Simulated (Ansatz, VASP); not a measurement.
# GaP: VASP beside Ansatz

```
Ga P
1.0
     0.00000    2.71804    2.79175
     2.79175    0.00000    2.79175
     2.79175    2.71804    0.00000
Ga P
1 1
Direct
  0.00000 0.00000 0.00000
  0.75000 0.75000 0.75000
```

Alike in both runs: task single point; functional PBEsol; k mesh 10 × 10 × 10; occupations gaussian, width 0.05 eV; no spin polarisation.

```csv
,VASP,Ansatz
version,VASP 6.6.1,Ansatz 0.2.0
potentials or method,"VASP PAW PBE potentials, release 64 (Ga_d, P)","scalar-relativistic, plane waves, PAW"
plane-wave cutoff (eV),520,420
valence electrons in the cell,18,18
```

```csv
,VASP,Ansatz,Ansatz less VASP
gap on the k mesh at the Fermi level (eV),1.28,1.28,-0.005
least direct gap on the mesh (eV),1.28,1.28,-0.005
pressure (GPa),-4.0,-3.9,+0.08
largest component of the traceless stress (GPa),1.26,1.25,-0.005
```

The functional is the same, so the differences come from potentials, cutoffs and numerics. Ansatz warned: «pseudo_functional_mismatch».

Caveats: the PAW data sets were made with another functional, which shifts forces and pressure a little (VASP). A k mesh can miss the band edges.
